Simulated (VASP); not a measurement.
Crystal: ZrO.

```
CELL_PARAMETERS angstrom
1.82664 -2.91885 0.00000
1.82664 2.91885 0.00000
0.00000 0.00000 2.61994
ATOMIC_POSITIONS crystal
Zr 0.00000 0.00000 0.00000
O 0.50000 0.50000 0.00000
```

The cell was built by a generator and needn't be a form met in nature.

```yaml
Program: VASP 6.6.1
Task: relaxation of cell and atoms
Functional: r2SCAN
Potentials_or_basis: VASP PAW PBE potentials, release 64 (Zr_sv, O)
Cutoff: 600 eV
k_mesh: 9 × 9 × 10
Occupations: gaussian, width 0.05 eV
Spin: no spin polarisation
```

At the start: pressure 62.1 GPa; volume 13.97 Å³/atom.

Question: Where does the relaxation end?

Answer: Over 22 steps the energy falls by 1600.5 meV/atom and the volume is 14.95 Å³/atom (+7.1 %); space group P4/mmm (No. 123, to 0.05 Å).

The path:
```tsv
step	energy change (eV)	largest force (eV/Å)	pressure (GPa)	volume (Å³)
1	0.0000	0.0000	62.07	27.94
2	3.1179	0.0000	-34.07	52.63
3	-1.2296	0.0000	-13.53	35.37
4	-1.4213	0.0000	-5.84	33.75
5	-1.4605	0.0000	2.30	32.50
6	-1.4621	0.0000	1.12	32.67
7	-2.2224	0.0000	-9.00	34.50
8	-2.5589	0.0000	-11.43	35.45
9	-2.5600	0.0000	-4.86	36.16
10	-2.6786	0.0000	-11.52	35.78
11	-2.5179	0.0000	21.72	31.05
12	-2.9712	0.0000	-2.74	33.43
13	-2.9730	0.0000	-2.11	33.33
14	-3.1342	0.0000	-4.95	32.08
15	-3.1345	0.0000	-4.96	32.05
16	-3.1927	0.0000	2.43	29.83
17	-3.1927	0.0000	2.51	29.81
18	-3.1928	0.0000	-2.36	30.04
19	-3.2010	0.0000	-0.14	29.93
20	-3.2010	0.0000	-0.08	29.93
21	-3.2010	0.0000	0.15	29.90
22	-3.2010	0.0000	0.09	29.91
```

Final structure:
```
Zr O
1.0
     2.17247   -2.17616    0.00000
     2.17247    2.17616    0.00000
     0.00000    0.00000    3.16311
Zr O
1 1
Direct
  0.00000 0.00000 0.00000
  0.50000 0.50000 0.00000
```

Caveat: the PAW data sets were made with another functional, which shifts forces and pressure a little.
